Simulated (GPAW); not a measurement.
# Mo (Im-3m) in GPAW: single point with PBE

Aim: the single point of Mo with PBE.

Program: GPAW 26.7.0. These are calculated values, not measurements. Logs are shortened: lines on timing, memory, paths and dates and some standing lists are left out, and cuts for length are marked. The log counts tension as positive stress, the text compression.

## Step 1: Starting point

The structure is cubic, space group Im-3m (No. 229). The conventional cell has a = 3.168 Å, b = 3.168 Å, c = 3.168 Å, α = 90.00°, β = 90.00°, γ = 90.00°. Around Mo (site symmetry m-3m) lie 8 Mo at 2.74 Å.

## Step 2: Single point, PBE

Contents of run.py:

```python
from ase.dft.bandgap import bandgap
from ase.io import write
from ase.spacegroup import crystal
from ase.units import GPa
from gpaw import GPAW, PW

# Mo 2a
atoms = crystal(['Mo'],
                basis=[[0.0, 0.0, 0.0]],
                spacegroup=229, setting=1,  # Im-3m
                cellpar=[3.16761794, 3.16761794, 3.16761794, 90.0, 90.0, 90.0],
                primitive_cell=True)

calc = GPAW(mode=PW(400),
            xc='PBE',
            kpts={'size': (9, 9, 9), 'gamma': True},
            occupations={'name': 'fermi-dirac', 'width': 0.05},
            nbands=16,
            convergence={'density': 1e-05, 'energy': 1e-05},
            maxiter=80,
            txt='gpaw.txt')
atoms.calc = calc
energy = atoms.get_potential_energy()
forces = atoms.get_forces()
stress = atoms.get_stress()
calc.write('gs.gpw')
write('result.traj', atoms)
print(f'Energy: {energy:.6f} eV')
print('Forces (eV/A):')
print(forces.round(4))
print('Stress (GPa):', (stress / GPa).round(3))
print('Fermi level:', round(calc.get_fermi_level(), 4), 'eV')
print(f'Gap: {bandgap(calc)[0]:.4f} eV, direct: {bandgap(calc, direct=True)[0]:.4f} eV')
```

Potentials or basis: GPAW PAW data sets (gpaw-data 1.2.1), pw.

Command:

```bash
OMP_NUM_THREADS=1 python run.py
```

gpaw.txt:

```text
__  _  _
 | _ |_)|_||  |
 |__||  | ||/\| - 26.7.0

Input parameters:
  mode=PW(ecut=400.0),
  convergence={'density': 1e-05, 'energy': 1e-05},
  kpts=MonkhorstPack(size=(9, 9, 9), gamma=True),
  maxiter=80,
  nbands=16,
  occupations=Occupations(name='fermi-dirac', width=0.05),
  xc=XC(name='PBE')

Diagonalizing LCAO Hamiltonian
Converting LCAO to pw mode

       Mo

Atoms  # Å, Bohr magnetons
|   | symbol |        x |        y |        z |    initial magnetic moments |
|---|--------|----------|----------|----------|-----------------------------|
| 0 |     Mo | 0.000000 | 0.000000 | 0.000000 | ( 0.0000,  0.0000,  0.0000) |

Unit cell  # Å
| periodic |         x |         y |         z |  lengths |     angles |
|----------|-----------|-----------|-----------|----------|------------|
|      yes | -1.583809 |  1.583809 |  1.583809 | 2.743238 | 109.471221 |
|      yes |  1.583809 | -1.583809 |  1.583809 | 2.743238 | 109.471221 |
|      yes |  1.583809 |  1.583809 | -1.583809 | 2.743238 | 109.471221 |

Number of symmetries: 48
Symmetry operations  # r_c * U_cc + t_c -> r_c
|    | kind |            matrix            |
|----|------|------------------------------|
|  0 |  σ   |  1, 1, 1,  0, 0,-1,  0,-1, 0 |
|  1 |  C4  |  1, 1, 1,  0, 0,-1, -1, 0, 0 |
|  2 |  C2  |  1, 1, 1,  0,-1, 0,  0, 0,-1 |
|  3 |  S6  |  1, 1, 1,  0,-1, 0, -1, 0, 0 |
|  4 |  S6  |  1, 1, 1, -1, 0, 0,  0, 0,-1 |
|  5 |  C4  |  1, 1, 1, -1, 0, 0,  0,-1, 0 |
|  6 |  E   |  1, 0, 0,  0, 1, 0,  0, 0, 1 |
|  7 |  σ   |  1, 0, 0,  0, 1, 0, -1,-1,-1 |
|  8 |  σ   |  1, 0, 0,  0, 0, 1,  0, 1, 0 |
|  9 |  C3  |  1, 0, 0,  0, 0, 1, -1,-1,-1 |
| 10 |  C3  |  1, 0, 0, -1,-1,-1,  0, 1, 0 |
| 11 |  σ   |  1, 0, 0, -1,-1,-1,  0, 0, 1 |
| 12 |  σ   |  0, 1, 0,  1, 0, 0,  0, 0, 1 |
| 13 |  C2  |  0, 1, 0,  1, 0, 0, -1,-1,-1 |
| 14 |  C3  |  0, 1, 0,  0, 0, 1,  1, 0, 0 |
| 15 |  S4  |  0, 1, 0,  0, 0, 1, -1,-1,-1 |
| 16 |  S4  |  0, 1, 0, -1,-1,-1,  1, 0, 0 |
| 17 |  C3  |  0, 1, 0, -1,-1,-1,  0, 0, 1 |
| 18 |  C3  |  0, 0, 1,  1, 0, 0,  0, 1, 0 |
| 19 |  S4  |  0, 0, 1,  1, 0, 0, -1,-1,-1 |
| 20 |  σ   |  0, 0, 1,  0, 1, 0,  1, 0, 0 |
| 21 |  C3  |  0, 0, 1,  0, 1, 0, -1,-1,-1 |
| 22 |  C2  |  0, 0, 1, -1,-1,-1,  1, 0, 0 |
| 23 |  S4  |  0, 0, 1, -1,-1,-1,  0, 1, 0 |
| 24 |  C4  |  0, 0,-1,  1, 1, 1,  0,-1, 0 |
| 25 |  σ   |  0, 0,-1,  1, 1, 1, -1, 0, 0 |
| 26 |  S6  |  0, 0,-1,  0,-1, 0,  1, 1, 1 |
| 27 |  C2  |  0, 0,-1,  0,-1, 0, -1, 0, 0 |
| 28 |  C4  |  0, 0,-1, -1, 0, 0,  1, 1, 1 |
| 29 |  S6  |  0, 0,-1, -1, 0, 0,  0,-1, 0 |
| 30 |  S6  |  0,-1, 0,  1, 1, 1,  0, 0,-1 |
| 31 |  C4  |  0,-1, 0,  1, 1, 1, -1, 0, 0 |
| 32 |  C4  |  0,-1, 0,  0, 0,-1,  1, 1, 1 |
| 33 |  S6  |  0,-1, 0,  0, 0,-1, -1, 0, 0 |
| 34 |  σ   |  0,-1, 0, -1, 0, 0,  1, 1, 1 |
| 35 |  C2  |  0,-1, 0, -1, 0, 0,  0, 0,-1 |
| 36 |  C2  | -1, 0, 0,  1, 1, 1,  0, 0,-1 |
| 37 |  S6  | -1, 0, 0,  1, 1, 1,  0,-1, 0 |
| 38 |  S6  | -1, 0, 0,  0, 0,-1,  1, 1, 1 |
| 39 |  C2  | -1, 0, 0,  0, 0,-1,  0,-1, 0 |
| 40 |  C2  | -1, 0, 0,  0,-1, 0,  1, 1, 1 |
| 41 |  i   | -1, 0, 0,  0,-1, 0,  0, 0,-1 |
| 42 |  S4  | -1,-1,-1,  1, 0, 0,  0, 1, 0 |
| 43 |  C3  | -1,-1,-1,  1, 0, 0,  0, 0, 1 |
| 44 |  C3  | -1,-1,-1,  0, 1, 0,  1, 0, 0 |
| 45 |  σ   | -1,-1,-1,  0, 1, 0,  0, 0, 1 |
| 46 |  S4  | -1,-1,-1,  0, 0, 1,  1, 0, 0 |
| 47 |  C2  | -1,-1,-1,  0, 0, 1,  0, 1, 0 |

BZ-sampling:
  Number of BZ points: 729
  Number of IBZ points: 35

  Monkhorst-Pack size: [9, 9, 9]
  Monkhorst-Pack shift: [0, 0, 0]

K-points  # in reciprocal-cell coordinates
|     |                                coordinates |     weight |
|-----|--------------------------------------------|------------|
|   0 | (  0.00000000,   0.00000000,   0.00000000) | 0.00137174 |
|   1 | (  0.11111111,   0.00000000,   0.00000000) | 0.01646091 |
|   2 | (  0.11111111,   0.11111111,  -0.11111111) | 0.00823045 |
|   3 | (  0.22222222,   0.00000000,  -0.11111111) | 0.03292181 |
|   4 | (  0.22222222,   0.00000000,   0.00000000) | 0.01646091 |
|   5 | (  0.22222222,   0.11111111,  -0.11111111) | 0.03292181 |
|   6 | (  0.22222222,   0.22222222,  -0.22222222) | 0.00823045 |
|   7 | (  0.33333333,  -0.11111111,  -0.11111111) | 0.01097394 |
|   8 | (  0.33333333,   0.00000000,  -0.11111111) | 0.06584362 |
|   9 | (  0.33333333,   0.00000000,   0.00000000) | 0.01646091 |
| ... |                                            |            |
|  34 | (  0.44444444,   0.44444444,   0.44444444) | 0.01097394 |

Plane wave coefficients: 321
Cutoff: 400.0 eV

Spin-components: 1 (collinear spins)
Bands:           16
Projectors:      6
Spin-degeneracy: 2
Datatype:        complex128

Density:
  Valence electrons: 14.0
  Components: 1
  Grid points: [14 14 14]
  Charge: 0.0  # |e|

Potential:
  Grid points: [14 14 14]

species:
  Mo:
    name:    Molybdenum
    Z:       42.0
    valence: 14
    core:    28
    charge:  0.0  # [|e|]
    compensation charges:
      type: gauss
      rc: 0.38  # [Å]
      lmax: 2
    cutoffs:
      filter: 2.16  # [Å]
      core: 1.42  # [Å]
    projectors
    | kind |    occ | energy [eV] | rcut [Å] |
    |------|--------|-------------|----------|
    |   4s |  2.000 |     -64.307 |    1.238 |
    |   5s |  1.000 |      -4.084 |    1.238 |
    |   4p |  6.000 |     -38.491 |    1.296 |
    |   5p |  0.000 |      -1.044 |    1.296 |
    |   4d |  5.000 |      -3.754 |    1.296 |
    |    d |        |      23.458 |    1.296 |

    Using partial waves for Mo as LCAO basis

Reference energy: -110134.072632  # eV

eigensolver:
  PPCG
  Converge bands: occupied
  niter=2

density mixing:
  MSR1-Mixer
  Pratt-step length: 0.05
  Maximum mixing coefficient: 0.75
  Old densities: 10
  SVD Regularization: 0.005
  Good broyden scale: 1.0
  Trust region scale: 1.0
  Backstep threshold: 4.0
  History deletion threshold: 6.0
  Fourier metric: weight=20.0, sigma=0.015

occupation numbers:
  Fermi-Dirac:
    width: 0.0500  # eV

poisson solver:
  ecut: 3200.0  # eV

xc functional:
  name: PBE with 2 nearest neighbor stencil

convergence criteria:
- Maximum integral of absolute [dens]ity change: 1e-05 electrons / valence electron
- Maximum [total energy] change in last 3 cyles: 1e-05 eV / valence electron
- Maximum integral of absolute [eigenst]ate change: 4e-08 eV^2 / valence electron
maximum number of iterations: 80

SCF iterations
|iter     | |      energy | eigst |  dens |
|---------|-|-------------|-------|-------|
|iter:   1| |  -12.164173 | +0.23 |       |
|iter:   2| |  -11.997069 | -2.35 | -0.99 |
|iter:   3| |  -11.250312 | -1.46 | -1.03 |
|iter:   4| |  -11.250881 | -3.41 | -1.90 |
|iter:   5| |  -11.251845 | -4.18 | -2.17 |
|iter:   6| |  -11.251848 | -6.52 | -3.61 |
|iter:   7| |  -11.251849c| -7.06 | -3.97 |
|iter:   8| |  -11.251849c| -8.92c| -5.25c|

Converged in 8 steps
Energy contributions relative to reference atoms: (reference = -110134.072632)

Energy contributions:
  Kinetic:         -13.707150
  Coulomb:           7.900112
  Zero:             -0.233986
  External:          0.000000
  Xc:               -5.207999
  Entropy:          -0.005649
  Spinorbit:         0.000000
  ----------------------------
  Free energy:     -11.254673
  Extrapolated:    -11.251849

dipole moment: (-5.927525, -5.927525, -5.927525)  # |e|*Ang

Fermi level: 13.224
Eigenvalues  # (at kpt = [0.000, 0.000, 0.000])
| band index |      eig [eV] | occ [0-2] |
|------------|---------------|-----------|
|          0 |       -48.086 |     2.000 |
|          1 |       -21.433 |     2.000 |
|          2 |       -21.433 |     2.000 |
|          3 |       -21.433 |     2.000 |
|          4 |         6.135 |     2.000 |
|          5 |        11.931 |     2.000 |
[... 8 lines left out ...]
|         14 |        39.172 |     0.000 |
|         15 |        42.845 |     0.000 |

No gap
No difference between direct/indirect transitions

Forces  # eV/Ang
|       x |       y |        z |
|---------|---------|----------|
| 0.00000 | 0.00000 | -0.00000 |  # Mo   0

Stress tensor  # eV/Ang^3
|         x |        y |         z |
|-----------|----------|-----------|
|  0.023890 | 0.000000 | -0.000000 |
|  0.000000 | 0.023890 |  0.000000 |
| -0.000000 | 0.000000 |  0.023890 |

# Writing to gs.gpw (mode='')
```

Run time: 4 s. Hardware: 1 thread of Arm Neoverse V2, shared host; peak memory 0.12 GiB.

These settings aren't checked as converged: the numbers below hold their error.

Results:

```
Free energy            : -11.2547 eV
Pressure               : -3.8 GPa
Band gap on the k mesh : none (metal or under the smearing width)
```

Caveat: the cutoff is short for stress and forces, so pressures can be off by a GPa or more.
